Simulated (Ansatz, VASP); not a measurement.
# K in VASP and in Ansatz

```
CELL_PARAMETERS angstrom
-2.69756 2.69756 2.69756
2.69756 -2.69756 2.69756
2.69756 2.69756 -2.69756
ATOMIC_POSITIONS crystal
K 0.00000 0.00000 0.00000
```

Alike in both runs: task relaxation of cell and atoms; functional PBEsol; k mesh 7 × 7 × 7; occupations fermi-dirac, width 0.05 eV; no spin polarisation.

```csv
,VASP,Ansatz
version,VASP 6.6.1,Ansatz 0.2.0
potentials or method,"VASP PAW PBE potentials, release 64 (K_sv)",Ansatz PAW
plane-wave cutoff (eV),600,420
valence electrons in the cell,9,9
```

VASP gave:

```
gap on the k mesh at the Fermi level, each at its own relaxed structure (eV) : none
relaxed volume (Å³/atom)                                                     : 70.97
relaxed cell length with the largest relative difference (Å)                 : 4.518
energy change over the relaxation (meV/atom)                                 : -8
```

Problem. What did Ansatz give for the same quantities?

Solution. gap on the k mesh at the Fermi level, each at its own relaxed structure (eV): none; relaxed volume (Å³/atom): 70.96; relaxed cell length with the largest relative difference (Å): 4.517; energy change over the relaxation (meV/atom): -8.

A gap of «none» marks a metal or a gap that the smearing closes.

Caveats: the PAW data sets were made with another functional, which shifts forces and pressure a little (VASP); the plane-wave basis is chosen anew once the cell has moved, so the energies of steps on either side of that aren't comparable (Ansatz); the PAW data sets come from PBE, with cores solved anew for the run's functional, which leaves a small shift of forces and pressure (Ansatz).
